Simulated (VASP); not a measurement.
# Rh (Im-3m) in VASP: notebook

One crystal, Rh, is run at these levels: PBE; tasks: single point.

All numbers are computed with VASP 6.6.1; they aren't measurements. Logs are shortened: lines on timing, memory, paths and dates and some standing lists are left out, and cuts for length are marked.

## Step 1: The structure

The structure is cubic, space group Im-3m (No. 229). The conventional cell has a = 3.016 Å, b = 3.016 Å, c = 3.016 Å, α = 90.00°, β = 90.00°, γ = 90.00°. Rh (site symmetry m-3m) has 8 Rh at 2.61 Å as nearest neighbours.

The cell was built by a generator and needn't be a form met in nature.

## Step 2: Single point, PBE

INCAR reads:

```
SYSTEM = Rh
PREC = Accurate
ENCUT = 520
EDIFF = 1E-7
ISMEAR = 0
SIGMA = 0.05
LREAL = .False.
LASPH = .True.
NELM = 60
ALGO = Normal
ISIF = 2
LWAVE = .False.
LCHARG = .False.
GGA = PE
NBANDS = 14
```

KPOINTS reads:

```
Automatic mesh
0
Gamma
  20 20 20
  0 0 0
```

POSCAR reads:

```
Rh
1.0
   -1.5080309994      1.5080309994      1.5080309994
    1.5080309994     -1.5080309994      1.5080309994
    1.5080309994      1.5080309994     -1.5080309994
Rh
1
Direct
    0.0000000000      0.0000000000      0.0000000000
```

Potentials or basis: VASP PAW PBE potentials, release 64 (Rh_pv).

Launch:

```sh
$ cat potpaw_PBE.64/Rh_pv/POTCAR > POTCAR
$ mpirun -np 1 vasp_std > vasp.out
```

OUTCAR:

```text
SYSTEM = Rh
   PREC = Accurate
   ENCUT = 520
   EDIFF = 1E-7
   ISMEAR = 0
   LREAL = .False.
   LASPH = .True.
   NELM = 60
   ISIF = 2
   GGA = PE

 ion  position               nearest neighbor table
   1  0.000  0.000  0.000-

  LATTYP: Found a body centered cubic cell.
 ALAT       =     3.0160619988

  Lattice vectors:

 A1 = (  -1.5080309994,   1.5080309994,   1.5080309994)
 A2 = (   1.5080309994,  -1.5080309994,   1.5080309994)
 A3 = (   1.5080309994,   1.5080309994,  -1.5080309994)

Analysis of symmetry for initial positions (statically):
=====================================================================
 Subroutine PRICEL returns:
 Original cell was already a primitive cell.

 Routine SETGRP: Setting up the symmetry group for a
 body centered cubic supercell.

 Subroutine GETGRP returns: Found 48 space group operations
 (whereof 48 operations were pure point group operations)
 out of a pool of 48 trial point group operations.

The static configuration has the point symmetry O_h .

Analysis of symmetry for dynamics (positions and initial velocities):
=====================================================================
 Subroutine PRICEL returns:
 Original cell was already a primitive cell.

 Routine SETGRP: Setting up the symmetry group for a
 body centered cubic supercell.

 Subroutine GETGRP returns: Found 48 space group operations
 (whereof 48 operations were pure point group operations)
 out of a pool of 48 trial point group operations.

The dynamic configuration has the point symmetry O_h .

 Subroutine INISYM returns: Found 48 space group operations
 (whereof 48 operations are pure point group operations),
 and found     1 'primitive' translations

----------------------------------------------------------------------------------------

                                     Primitive cell

  volume of cell :      13.7180

  direct lattice vectors                    reciprocal lattice vectors
    -1.508030999  1.508030999  1.508030999     0.000000000  0.331558171  0.331558171
     1.508030999 -1.508030999  1.508030999     0.331558171  0.000000000  0.331558171
     1.508030999  1.508030999 -1.508030999     0.331558171  0.331558171  0.000000000

  length of vectors
     2.611986310  2.611986310  2.611986310     0.468894062  0.468894062  0.468894062

  position of ions in fractional coordinates (direct lattice)
     0.000000000  0.000000000  0.000000000

  ion indices of the primitive-cell ions
   primitive index   ion index
                 1           1

----------------------------------------------------------------------------------------

 KPOINTS: Automatic mesh

Automatic generation of k-mesh.
 Grid dimensions read from file:
 generate k-points for:   20   20   20

 Generating k-lattice:

  Cartesian coordinates                     Fractional coordinates (reciprocal lattice)
     0.000000000  0.016577909  0.016577909     0.050000000  0.000000000  0.000000000
     0.016577909  0.000000000  0.016577909     0.000000000  0.050000000  0.000000000
     0.016577909  0.016577909  0.000000000     0.000000000  0.000000000  0.050000000

  Length of vectors
     0.023444703  0.023444703  0.023444703

  Shift w.r.t. Gamma in fractional coordinates (k-lattice)
     0.000000000  0.000000000  0.000000000

 Subroutine IBZKPT returns following result:
 ===========================================

 Found    256 irreducible k-points:

 Following reciprocal coordinates:
            Coordinates               Weight
  0.000000  0.000000  0.000000      1.000000
  0.050000  0.000000  0.000000     12.000000
  0.100000  0.000000  0.000000     12.000000
  0.150000  0.000000  0.000000     12.000000
  0.200000  0.000000  0.000000     12.000000
  0.250000  0.000000  0.000000     12.000000
[... 16 lines left out ...]
  0.200000  0.100000  0.000000     48.000000
  0.250000  0.100000  0.000000     48.000000
 [... further k-points ...]
   k-points           NKPTS =    256   k-points in BZ     NKDIM =    256   number of bands    NBANDS=     14
   number of dos      NEDOS =    301   number of ions     NIONS =      1
   total plane-waves  NPLWV =   8000
   dimension x,y,z NGX =    20 NGY =   20 NGZ =   20
   dimension x,y,z NGXF=    40 NGYF=   40 NGZF=   40
   ions per type =               1
   NGX,Y,Z   is equivalent  to a cutoff of  12.73, 12.73, 12.73 a.u.
   NGXF,Y,Z  is equivalent  to a cutoff of  25.46, 25.46, 25.46 a.u.
 SYSTEM =  Rh
   PREC   = accura    normal or accurate (medium, high low for compatibility)
   ISTART =      0    job   : 0-new  1-cont  2-samecut
   ICHARG =      2    charge: 1-file 2-atom 10-const
   ISPIN  =      1    spin polarized calculation?
   LNONCOLLINEAR =      F non collinear calculations
   LSORBIT =      F    spin-orbit coupling
   LASPH  =      T    aspherical Exc in radial PAW
   ENCUT  =  520.0 eV  38.22 Ry    6.18 a.u.   4.86  4.86  4.86*2*pi/ulx,y,z
   NELM   =     60;   NELMIN=  2; NELMDL= -5     # of ELM steps
   EDIFF  = 0.1E-06   stopping-criterion for ELM
   LREAL  =      F    real-space projection
   EDIFFG = 0.1E-05   stopping-criterion for IOM
   NSW    =      0    number of steps for IOM
   IBRION =     -1    ionic relax: 0-MD 1-quasi-New 2-CG
   NFREE  =      0    steps in history (QN), initial steepest desc. (CG)
   ISIF   =      2    stress and relaxation
   ISYM   =      2    0-nonsym 1-usesym 2-fastsym
   POTIM  = 0.5000    time-step for ionic-motion
   TEBEG  =    0.0;   TEEND  =   0.0 temperature during run
   PSTRESS=    0.0 pullay stress
   NELECT =      15.0000    total number of electrons
   NUPDOWN=      -1.0000    fix difference up-down
   EMIN   =  10.00;   EMAX   =-10.00  energy-range for DOS
   EFERMI =   0.00;   METHOD = LEGACY
   ISMEAR =     0;   SIGMA  =   0.05  broadening in eV -4-tet -1-fermi 0-gaus
   EFERMI_NEDOS =   21; number of points for ismear=-14 and -15
   IALGO  =     38    algorithm
   IMIX   =      4    mixing-type and parameters
     AMIX     =   0.40;   BMIX     =  1.00
     AMIX_MAG =   1.60;   BMIX_MAG =  1.00
  volume/ion in A,a.u.               =      13.72        92.57
  Fermi-wavevector in a.u.,A,eV,Ry     =   1.686585  3.187184 38.702725  2.844570
  Thomas-Fermi vector in A             =   2.769224
   LORBIT       =      0    0 simple, 1 ext, 2 COOP (PROOUT), +10 PAW based schemes
   GGA     = PE    functional components
   LHFCALC =     F    Hartree Fock is set to
   AEXX    =    0.0000 exact exchange contribution
   IVDW    =     0    specifies the selected vdW correction
   LEPSILON=     F    determine dielectric tensor
   LRPA    =     F    only Hartree local field effects (RPA)
 non-spin polarized calculation
 Gauss-broadening in eV      SIGMA  =   0.05
  energy-cutoff  :      520.00
  volume of cell :       13.72
 maximum number of plane-waves:       382
   NGX =  9   NGY =  9   NGZ =  9

 number of electron      14.9999993 magnetization

 Free energy of the ion-electron system (eV)
  ---------------------------------------------------
  ext. energy  EPLUGINS =         0.00000000
  ---------------------------------------------------
  free energy    TOTEN  =        -6.87615854 eV

  energy without entropy =       -6.87257990  energy(sigma->0) =       -6.87436922

 E-fermi :  11.7517     XC(G=0): -14.0258

 val. band max:       11.7447409945   @ k =  -0.3000   0.3500   0.1000
 cond. band min:      11.7538023131   @ k =   0.3500   0.2500   0.0500
 fundamental gap:      0.0090613185
 Fermi energy:        11.7517062087

 k-point     1 :       0.0000    0.0000    0.0000
  band No.  band energies     occupation
      1     -34.2726      2.00000
      2     -34.2726      2.00000
      3     -34.2726      2.00000
      4       3.9782      2.00000
      5       8.7885      2.00000
      6       8.7885      2.00000
      7       8.7885      2.00000
      8      11.3032      2.00000
      9      11.3032      2.00000
     10      30.2833      0.00000
     11      30.2833      0.00000
     12      30.2833      0.00000
     13      32.7910      0.00000
     14      40.5644      0.00000

 k-point     2 :       0.0500    0.0000    0.0000
  band No.  band energies     occupation
      1     -34.2918      2.00000
      2     -34.2789      2.00000
      3     -34.2726      2.00000
      4       4.0857      2.00000
      5       8.7442      2.00000
      6       8.7879      2.00000
      7       8.8748      2.00000
      8      11.2460      2.00000
      9      11.3061      2.00000
     10      30.3307      0.00000
     11      30.3447      0.00000
     12      30.4388      0.00000
     13      32.7909      0.00000
     14      39.6068      0.00000

 k-point     3 :       0.1000    0.0000    0.0000
  band No.  band energies     occupation
      1     -34.3472      2.00000
      2     -34.2972      2.00000
      3     -34.2726      2.00000
      4       4.3971      2.00000
      5       8.6177      2.00000
      6       8.7818      2.00000
      7       9.1300      2.00000
      8      11.1042      2.00000
      9      11.3160      2.00000
     10      30.4181      0.00000
     11      30.4385      0.00000
     12      30.8948      0.00000
     13      32.7905      0.00000
     14      38.1905      0.00000

 k-point     4 :       0.1500    0.0000    0.0000
  band No.  band energies     occupation
      1     -34.4330      2.00000
      2     -34.3255      2.00000
      3     -34.2726      2.00000
      4       4.8740      2.00000
      5       8.4268      2.00000
      6       8.7689      2.00000
      7       9.5433      2.00000
      8      10.9521      2.00000
      9      11.3364      2.00000
     10      30.3008      0.00000
     11      30.3760      0.00000
     12      31.6211      0.00000
     13      32.7905      0.00000
     14      37.2025      0.00000

 k-point     5 :       0.2000    0.0000    0.0000
  band No.  band energies     occupation
      1     -34.5399      2.00000
      2     -34.3611      2.00000
      3     -34.2727      2.00000
      4       5.4277      2.00000
      5       8.1959      2.00000
      6       8.7968      2.00000
      7      10.0946      2.00000
      8      10.8664      2.00000
      9      11.3703      2.00000
     10      29.6124      0.00000
     11      29.9969      0.00000
[... 276 lines left out ...]
 k-point    22 :       0.1500    0.1000   -0.0000
  band No.  band energies     occupation
      1     -34.5763      2.00000
      2     -34.3578      2.00000
      3     -34.2960      2.00000
      4       5.6934      2.00000
      5       8.2424      2.00000
      6       8.4810      2.00000
      7      10.4981      2.00000
      8      10.7289      2.00000
      9      11.4899      2.00000
     10      29.5692      0.00000
     11      30.0120      0.00000
     12      32.2024      0.00000
     13      32.7894      0.00000
     14      35.8066      0.00000

 k-point    23 :       0.2000    0.1000    0.0000
  band No.  band energies     occupation
      1     -34.6798      2.00000
      2     -34.4007      2.00000
      3     -34.2982      2.00000
      4       6.1623      2.00000
      5       8.0032      2.00000
      6       8.5938      2.00000
      7      10.7236      2.00000
      8      11.2277      2.00000
      9      11.6039      1.99997
     10      28.3568      0.00000
     11      29.1692      0.00000
     12      32.7862      0.00000
     13      33.0250      0.00000
     14      34.3911      0.00000

 k-point    24 :       0.2500    0.1000    0.0000
  band No.  band energies     occupation
      1     -34.7812      2.00000
      2     -34.4453      2.00000
      3     -34.2994      2.00000
      4       6.3634      2.00000
      5       7.7736      2.00000
      6       9.0329      2.00000
      7      10.8224      2.00000
      8      11.6024      1.99998
      9      12.1742      0.00000
     10      26.6701      0.00000
     11      28.3517      0.00000
     12      32.6341      0.00000
     13      32.8171      0.00000
     14      34.4184      0.00000

 [... further k-points ...]

------------------------ aborting loop because EDIFF is reached ----------------------------------------

  FORCE on cell =-STRESS in cart. coord.  units (eV):
  Direction    XX          YY          ZZ          XY          YZ          ZX
  --------------------------------------------------------------------------------------
  -------------------------------------------------------------------------------------
  Total        1.2138218      1.2138218      1.2138218      0.0000000     -0.0000000     -0.0000000
  in kB      141.7668572    141.7668572    141.7668572      0.0000000     -0.0000000     -0.0000000
  external PRESSURE =     141.7668572 kB  Pullay stress =       0.0000000 kB

 VOLUME and BASIS-vectors are now :
 -----------------------------------------------------------------------------
  energy-cutoff  :      520.00
  volume of cell :       13.72
      direct lattice vectors                 reciprocal lattice vectors
    -1.508030999  1.508030999  1.508030999     0.000000000  0.331558171  0.331558171
     1.508030999 -1.508030999  1.508030999     0.331558171  0.000000000  0.331558171
     1.508030999  1.508030999 -1.508030999     0.331558171  0.331558171  0.000000000

 POSITION                                       TOTAL-FORCE (eV/Angst)
 -----------------------------------------------------------------------------------
      0.00000      0.00000      0.00000         0.000000     -0.000000      0.000000
 -----------------------------------------------------------------------------------
    total drift:                                0.000000     -0.000000      0.000000

  FREE ENERGIE OF THE ION-ELECTRON SYSTEM (eV)
  ---------------------------------------------------
  free  energy   TOTEN  =        -6.8761585444 eV

  energy  without entropy=       -6.8725798954  energy(sigma->0) =       -6.87436922
```

It took 22 s on 1 thread of Intel Xeon Platinum 8488C (Sapphire Rapids), shared host; peak memory 0.16 GiB.

Results:

```yaml
Free_energy: -6.8762 eV
Pressure: 14.2 GPa
Band_gap_on_the_k_mesh: none (metal or under the smearing width)
```

## Step 3: Single point, PBE

This run uses another cell than the first one, of 14.47 Å³/atom, 1.055 times its volume.

INCAR reads:

```
SYSTEM = Rh
PREC = Accurate ; ENCUT = 520
EDIFF = 1E-6 ; ISMEAR = 0
SIGMA = 0.05 ; LREAL = .FALSE.
LASPH = .TRUE. ; NELM = 80
ALGO = Normal ; ISIF = 2
LWAVE = .FALSE. ; LCHARG = .FALSE.
GGA = PE ; NBANDS = 14
```

KPOINTS reads:

```
Automatic mesh
0
G
  20 20 20
  0 0 0
```

POSCAR reads:

```
Rh
1.0
   -1.5349773982      1.5349773982      1.5349773982
    1.5349773982     -1.5349773982      1.5349773982
    1.5349773982      1.5349773982     -1.5349773982
Rh
1
Direct
    0.0000000000      0.0000000000      0.0000000000
```

Potentials or basis: VASP PAW PBE potentials, release 64 (Rh_pv).

Launch:

```sh
$ cat potpaw_PBE.64/Rh_pv/POTCAR > POTCAR
$ mpirun -np 1 vasp_std > vasp.out
```

It took 22 s on 1 thread of Intel Xeon Platinum 8488C (Sapphire Rapids), shared host; peak memory 0.16 GiB.

The run converged. Its results:

| Quantity | Value |
| --- | --- |
| Free energy | -6.9078 eV |
| Pressure | -0.1 GPa |
| Band gap on the k mesh | none (metal or under the smearing width) |

Levels at points of the mesh, in eV from the Fermi level:
```csv
k point,band 4,band 5,band 6,band 7,band 8,band 9,band 10,band 11
"(0.00, 0.00, 0.00)",-7.40,-2.73,-2.73,-2.73,-0.40,-0.40,18.45,18.45
"(0.50, 0.00, 0.00)",-5.52,-4.17,-0.46,-0.08,1.37,1.54,9.03,14.58
"(0.50, 0.50, 0.50)",-5.50,-5.50,1.06,1.06,1.06,9.34,9.34,9.34
```
